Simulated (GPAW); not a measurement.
# GaN (P6_3mc) in GPAW: notebook

One crystal, GaN, is run at these levels: optPBE-vdW, vdW-DF-cx, PBE; tasks: band structure, equation of state.

Program: GPAW 26.7.0. These are calculated values, not measurements. Logs are shortened: lines on timing, memory, paths and dates and some standing lists are left out, and cuts for length are marked. The log counts tension as positive stress, the text compression.

**Measured values to compare with.**

From “Studying electronic properties in GaN without electrical contacts using γ-γ vs e−-γ Perturbed Angular Correlations”, 2019, pmc:6823545, for a bulk crystal of GaN: band gap 3.503 ± 0.005 eV (direct).

How close the calculation comes is told below.

### 1 Starting point

It takes space group P6_3mc (No. 186, hexagonal). Conventional cell: a = 3.180 Å, b = 3.180 Å, c = 5.166 Å, α = 90.00°, β = 90.00°, γ = 120.00°. Ga (site symmetry 3m) is surrounded by 4 N at 1.94 to 1.95 Å. Around N (site symmetry 3m) lie 4 Ga at 1.94 to 1.95 Å.

### 2 Band structure, optPBE-vdW, spin-orbit coupling, no magnetisation

run.py reads:

```python
import numpy as np
from ase.dft.bandgap import bandgap
from ase.io import read, write
from gpaw import GPAW, PW
from gpaw.spinorbit import soc_eigenstates

atoms = read('GaN.cif')

calc = GPAW(mode=PW(800),
            xc={'name': 'optPBE-vdW', 'backend': 'libvdwxc'},
            kpts={'size': (7, 7, 4), 'gamma': True},
            occupations={'name': 'fermi-dirac', 'width': 0.05},
            nbands=18,
            convergence={'density': 1e-05, 'energy': 1e-05},
            maxiter=150,
            txt='gpaw.txt')
atoms.calc = calc
energy = atoms.get_potential_energy()
forces = atoms.get_forces()
calc.write('gs.gpw')
write('result.traj', atoms)
print(f'Energy: {energy:.6f} eV')
print('Forces (eV/A):')
print(forces.round(4))
print('Fermi level:', round(calc.get_fermi_level(), 4), 'eV')
print(f'Gap: {bandgap(calc)[0]:.4f} eV, direct: {bandgap(calc, direct=True)[0]:.4f} eV')

path = atoms.cell.bandpath('GMKGALHA,LM,KH', npoints=80, eps=1e-4)
bs_calc = calc.fixed_density(kpts=path, symmetry='off', nbands=29,
                             convergence={'bands': 'CBM+6.0', 'eigenstates': 1e-6}, txt='bands.txt')
bs = bs_calc.band_structure()
bs.write('bs.json')
print(f'Gap on the path: {bandgap(bs_calc)[0]:.4f} eV')

soc = soc_eigenstates(bs_calc, theta=0, phi=0)
np.savetxt('soc_bands.dat', soc.eigenvalues(), fmt='%.4f')
mesh = soc_eigenstates('gs.gpw', theta=0, phi=0)
np.savetxt('soc_mesh.dat', mesh.eigenvalues(), fmt='%.4f')
print('Fermi level with spin-orbit coupling:', round(mesh.fermi_level, 4), 'eV')
```

GaN.cif reads:

```cif
data_GaN
_cell_length_a 3.18000000
_cell_length_b 3.18000000
_cell_length_c 5.16600000
_cell_angle_alpha 90.00000000
_cell_angle_beta 90.00000000
_cell_angle_gamma 120.00000000
_space_group_name_H-M_alt 'P6_3mc'
_space_group_name_Hall 'P 6c -2c'
_space_group_IT_number 186
loop_
_space_group_symop_operation_xyz
'x,y,z'
'x-y,x,z+1/2'
'-y,x-y,z'
'-x,-y,z+1/2'
'-x+y,-x,z'
'y,-x+y,z+1/2'
'y,x,z+1/2'
'x,x-y,z'
'x-y,-y,z+1/2'
'-y,-x,z'
'-x,-x+y,z+1/2'
'-x+y,y,z'
loop_
_atom_site_label
_atom_site_type_symbol
_atom_site_symmetry_multiplicity
_atom_site_Wyckoff_symbol
_atom_site_fract_x
_atom_site_fract_y
_atom_site_fract_z
_atom_site_occupancy
Ga1 Ga 2 b 0.6666666667 0.3333333333 0.5000000000 1
N1 N 2 b 0.6666666667 0.3333333333 0.8750000000 1
```

Potentials or basis: GPAW PAW data sets (gpaw-data 1.2.1), pw.

On the command line:

```sh
> OMP_NUM_THREADS=1 python run.py
```

gpaw.txt:

```text
__  _  _
 | _ |_)|_||  |
 |__||  | ||/\| - 26.7.0

Input parameters:
  mode=PW(ecut=800.0),
  convergence={'density': 1e-05, 'energy': 1e-05},
  kpts=MonkhorstPack(size=(7, 7, 4), gamma=True),
  maxiter=150,
  nbands=18,
  occupations=Occupations(name='fermi-dirac', width=0.05),
  xc=XC(name='optPBE-vdW', backend='libvdwxc')

Diagonalizing LCAO Hamiltonian
Converting LCAO to pw mode

           N

           Ga
        N

        Ga

Atoms  # Å, Bohr magnetons
|   | symbol |        x |        y |        z |    initial magnetic moments |
|---|--------|----------|----------|----------|-----------------------------|
| 0 |     Ga | 1.590000 | 0.917987 | 2.583000 | ( 0.0000,  0.0000,  0.0000) |
| 1 |     Ga | 0.000000 | 1.835974 | 0.000000 | ( 0.0000,  0.0000,  0.0000) |
| 2 |      N | 1.590000 | 0.917987 | 4.520250 | ( 0.0000,  0.0000,  0.0000) |
| 3 |      N | 0.000000 | 1.835974 | 1.937250 | ( 0.0000,  0.0000,  0.0000) |

Unit cell  # Å
| periodic |         x |        y |        z |  lengths |     angles |
|----------|-----------|----------|----------|----------|------------|
|      yes |  3.180000 | 0.000000 | 0.000000 | 3.180000 |  90.000000 |
|      yes | -1.590000 | 2.753961 | 0.000000 | 3.180000 |  90.000000 |
|      yes |  0.000000 | 0.000000 | 5.166000 | 5.166000 | 120.000000 |

Number of symmetries: 6
Symmetry operations  # r_c * U_cc + t_c -> r_c
|   | kind |            matrix            |
|---|------|------------------------------|
| 0 |  σ   |  1, 1, 0,  0,-1, 0,  0, 0, 1 |
| 1 |  E   |  1, 0, 0,  0, 1, 0,  0, 0, 1 |
| 2 |  C3  |  0, 1, 0, -1,-1, 0,  0, 0, 1 |
| 3 |  σ   |  0,-1, 0, -1, 0, 0,  0, 0, 1 |
| 4 |  σ   | -1, 0, 0,  1, 1, 0,  0, 0, 1 |
| 5 |  C3  | -1,-1, 0,  1, 0, 0,  0, 0, 1 |

BZ-sampling:
  Number of BZ points: 196
  Number of IBZ points: 28

  Monkhorst-Pack size: [7, 7, 4]
  Monkhorst-Pack shift: [0.0, 0.0, 0.125]

K-points  # in reciprocal-cell coordinates
|     |                                coordinates |     weight |
|-----|--------------------------------------------|------------|
|   0 | (  0.00000000,   0.00000000,   0.00000000) | 0.00510204 |
|   1 | (  0.00000000,   0.00000000,   0.25000000) | 0.01020408 |
|   2 | (  0.00000000,   0.00000000,   0.50000000) | 0.00510204 |
|   3 | (  0.14285714,   0.00000000,  -0.25000000) | 0.03061224 |
|   4 | (  0.14285714,   0.00000000,   0.00000000) | 0.03061224 |
|   5 | (  0.14285714,   0.00000000,   0.25000000) | 0.03061224 |
|   6 | (  0.14285714,   0.00000000,   0.50000000) | 0.03061224 |
|   7 | (  0.28571429,  -0.14285714,   0.00000000) | 0.03061224 |
|   8 | (  0.28571429,  -0.14285714,   0.25000000) | 0.06122449 |
|   9 | (  0.28571429,  -0.14285714,   0.50000000) | 0.03061224 |
| ... |                                            |            |
|  27 | (  0.42857143,   0.42857143,   0.50000000) | 0.03061224 |

Plane wave coefficients: 2352
Cutoff: 800.0 eV

Spin-components: 1 (collinear spins)
Bands:           18
Projectors:      20
Spin-degeneracy: 2
Datatype:        complex128

Parallelization:
  kpt:    1
  domain: 1
  band:   1

Density:
  Valence electrons: 16.0
  Components: 1
  Grid points: [21 21 35]
  Charge: 0.0  # |e|

Potential:
  Grid points: [21 21 35]

species:
  Ga:
    name:    Gallium
    Z:       31.0
    valence: 3
    core:    28
    charge:  0.0  # [|e|]
    compensation charges:
      type: gauss
      rc: 0.37  # [Å]
      lmax: 2
    cutoffs:
      filter: 2.06  # [Å]
      core: 4.17  # [Å]
    projectors
    | kind |    occ | energy [eV] | rcut [Å] |
    |------|--------|-------------|----------|
    |   4s |  2.000 |      -8.945 |    1.164 |
    |   4p |  1.000 |      -2.580 |    1.164 |
    |    s |        |      18.266 |    1.164 |
    |    p |        |      24.631 |    1.164 |
    |    d |        |       0.000 |    1.164 |

    Using partial waves for Ga as LCAO basis

  N:
    name:    Nitrogen
    Z:       7.0
    valence: 5
    core:    2
    charge:  0.0  # [|e|]
    compensation charges:
      type: gauss
      rc: 0.18  # [Å]
      lmax: 2
    cutoffs:
      filter: 1.11  # [Å]
      core: 0.96  # [Å]
    projectors
    | kind |    occ | energy [eV] | rcut [Å] |
    |------|--------|-------------|----------|
    |   2s |  2.000 |     -18.583 |    0.603 |
    |   2p |  3.000 |      -7.089 |    0.529 |
    |    s |        |       8.629 |    0.603 |
    |    p |        |      20.123 |    0.529 |
    |    d |        |       0.000 |    0.577 |

    Using partial waves for N as LCAO basis

Reference energy: -108732.786066  # eV

eigensolver:
  PPCG
  Converge bands: occupied
  niter=2

density mixing:
  MSR1-Mixer
  Pratt-step length: 0.05
  Maximum mixing coefficient: 0.75
  Old densities: 10
  SVD Regularization: 0.005
  Good broyden scale: 1.0
  Trust region scale: 1.0
  Backstep threshold: 4.0
  History deletion threshold: 6.0
  Fourier metric: weight=20.0, sigma=0.015

occupation numbers:
  Fermi-Dirac:
    width: 0.0500  # eV

poisson solver:
  ecut: 6400.0  # eV

xc functional:
  name: vdW-optPBE with libvdwxc
  Mode: serial
  Semilocal: GGA_X_OPTPBE_VDW+LDA_C_PW with 2 nearest neighbor stencil
  Corresponding non-local functional: vdW-DF
  Local blocksize: 42 x 42 x 70
  PAW datasets: PBE

convergence criteria:
- Maximum integral of absolute [dens]ity change: 1e-05 electrons / valence electron
- Maximum [total energy] change in last 3 cyles: 1e-05 eV / valence electron
- Maximum integral of absolute [eigenst]ate change: 4e-08 eV^2 / valence electron
maximum number of iterations: 150

SCF iterations
|iter     | |      energy | eigst |  dens |
|---------|-|-------------|-------|-------|
|iter:   1| |  -65.975082 | -0.16 |       |
|iter:   2| |  -64.869681 | -1.81 | -0.55 |
|iter:   3| |  -61.884425 | -0.48 | -0.60 |
|iter:   4| |  -61.879472 | -2.86 | -1.29 |
|iter:   5| |  -61.879283 | -3.42 | -1.55 |
|iter:   6| |  -61.879294 | -5.49 | -2.85 |
|iter:   7| |  -61.879314c| -6.01 | -3.19 |
|iter:   8| |  -61.879314c| -7.82c| -4.19 |
|iter:   9| |  -61.879314c| -7.66c| -4.85 |
|iter:  10| |  -61.879314c| -8.45c| -5.17c|

Converged in 10 steps
Energy contributions relative to reference atoms: (reference = -108732.786066)

Energy contributions:
  Kinetic:          75.214255
  Coulomb:         -65.761880
  Zero:              0.271837
  External:          0.000000
  Xc:              -71.603526
  Entropy:          -0.000000
  Spinorbit:         0.000000
  ----------------------------
  Free energy:     -61.879314
  Extrapolated:    -61.879314

dipole moment: (-0.000022, -0.000041, -11.632374)  # |e|*Ang

Fermi level: 7.660
Eigenvalues  # (at kpt = [0.000, 0.000, 0.000])
| band index |      eig [eV] | occ [0-2] |
|------------|---------------|-----------|
|          0 |        -9.387 |     2.000 |
|          1 |        -7.014 |     2.000 |
|          2 |        -0.486 |     2.000 |
|          3 |         5.491 |     2.000 |
|          4 |         5.491 |     2.000 |
|          5 |         6.471 |     2.000 |
[... 8 lines left out ...]
|         14 |        18.416 |     0.000 |
|         15 |        18.416 |     0.000 |
|        ... |               |           |
|         17 |        21.851 |     0.000 |

Gap: 2.197 eV
Transition (v -> c):
  (s=0, k=0, n=7, [0.00, 0.00, 0.00]) -> (s=0, k=0, n=8, [0.00, 0.00, 0.00])
No difference between direct/indirect transitions

Forces  # eV/Ang
|        x |        y |        z |
|----------|----------|----------|
|  0.00000 |  0.00000 | -0.17605 |  # Ga   0
|  0.00000 |  0.00000 | -0.17596 |  # Ga   1
| -0.00000 |  0.00000 |  0.17679 |  # N    2
|  0.00000 | -0.00000 |  0.17541 |  # N    3

# Writing to gs.gpw (mode='')
```

Wall time 51 s (1 thread of Arm Neoverse V2, shared host); peak memory 0.38 GiB.

What came out:

* Free energy: -61.8793 eV
* Largest force: 0.177 eV/Å
* Band gap on the k mesh: 2.19 eV, direct
* Band gap along the path: 2.19 eV, direct

Forces on the atoms (eV/Å):
```
Ga   0.000  0.000 -0.176
Ga   0.000  0.000 -0.176
N    0.000  0.000  0.177
N    0.000  0.000  0.175
```

Levels at the corners of the path, in eV from the valence-band top:
```csv
point,band 14,band 15,band 16,band 17,band 18,band 19
Γ,-0.01,0.00,0.00,2.19,2.19,4.50
M,-2.24,-0.97,-0.97,5.25,5.25,5.79
K,-2.98,-2.71,-2.71,5.29,5.29,8.01
Γ,-0.01,0.00,0.00,2.19,2.19,4.50
A,-0.53,-0.53,-0.53,4.48,4.48,4.48
L,-1.89,-1.89,-1.89,4.61,4.61,4.61
H,-1.47,-1.46,-1.46,6.66,6.66,6.69
A,-0.53,-0.53,-0.53,4.48,4.48,4.48
L,-1.89,-1.89,-1.89,4.61,4.61,4.61
M,-2.24,-0.97,-0.97,5.25,5.25,5.79
K,-2.98,-2.71,-2.71,5.29,5.29,8.01
H,-1.47,-1.46,-1.46,6.66,6.66,6.69
```

Caveat: spin-orbit coupling was added after a scalar SCF, so levels and gaps hold it while energy, forces, pressure and moments don't; this program's spin-orbit splittings come out too wide for heavy elements; the PAW data sets were made with another functional, which shifts forces and pressure a little.

### 3 Band structure, vdW-DF-cx, spin-orbit coupling, no magnetisation

run.py, as its differences from that of step 2:

```diff
@@ -2,3 +2,4 @@
 from ase.dft.bandgap import bandgap
-from ase.io import read, write
+from ase.io import write
+from ase.spacegroup import crystal
 from gpaw import GPAW, PW
@@ -6,6 +7,13 @@
 
-atoms = read('GaN.cif')
+# Ga 2b
+# N 2b
+atoms = crystal(['Ga', 'N'],
+                basis=[[0.6666666667, 0.3333333333, 0.5],
+                       [0.6666666667, 0.3333333333, 0.875]],
+                spacegroup=186, setting=1,  # P6_3mc
+                cellpar=[3.18, 3.18, 5.166, 90.0, 90.0, 120.0],
+                primitive_cell=True)
 
 calc = GPAW(mode=PW(800),
-            xc={'name': 'optPBE-vdW', 'backend': 'libvdwxc'},
+            xc={'name': 'vdW-DF-cx', 'backend': 'libvdwxc'},
             kpts={'size': (7, 7, 4), 'gamma': True},
@@ -27,3 +35,3 @@
 
-path = atoms.cell.bandpath('GMKGALHA,LM,KH', npoints=80, eps=1e-4)
+path = atoms.cell.bandpath('GMKGALHA,LM,KH', npoints=100, eps=1e-4)
 bs_calc = calc.fixed_density(kpts=path, symmetry='off', nbands=29,
```

Potentials or basis: GPAW PAW data sets (gpaw-data 1.2.1), pw.

On the command line:

```sh
> OMP_NUM_THREADS=1 python run.py
```

Run time: 59 s. Hardware: 1 thread of Arm Neoverse V2, shared host; peak memory 0.42 GiB.

Results (log left out):

- Free energy: 27.8515 eV
- Largest force: 0.176 eV/Å
- Band gap on the k mesh: 2.10 eV, direct
- Band gap along the path: 2.10 eV, direct

Forces on the atoms (eV/Å):
```
Ga   0.000  0.000 -0.176
Ga   0.000  0.000 -0.176
N    0.000  0.000  0.176
N    0.000  0.000  0.176
```

Levels at the corners of the path, in eV from the valence-band top:
```csv
point,band 14,band 15,band 16,band 17,band 18,band 19
Γ,-0.01,0.00,0.00,2.10,2.10,4.42
M,-2.30,-0.98,-0.98,5.09,5.09,5.69
K,-3.04,-2.76,-2.76,5.08,5.08,8.00
Γ,-0.01,0.00,0.00,2.10,2.10,4.42
A,-0.54,-0.54,-0.54,4.41,4.41,4.41
L,-1.92,-1.92,-1.92,4.46,4.46,4.46
H,-1.49,-1.48,-1.48,6.56,6.56,6.59
A,-0.54,-0.54,-0.54,4.41,4.41,4.41
L,-1.92,-1.92,-1.92,4.46,4.46,4.46
M,-2.30,-0.98,-0.98,5.09,5.09,5.69
K,-3.04,-2.76,-2.76,5.08,5.08,8.00
H,-1.49,-1.48,-1.48,6.56,6.56,6.59
```

Caveat: spin-orbit coupling was added after a scalar SCF, so levels and gaps hold it while energy, forces, pressure and moments don't; this program's spin-orbit splittings come out too wide for heavy elements; the PAW data sets were made with another functional, which shifts forces and pressure a little.

(Continued in part 2 of 2.)
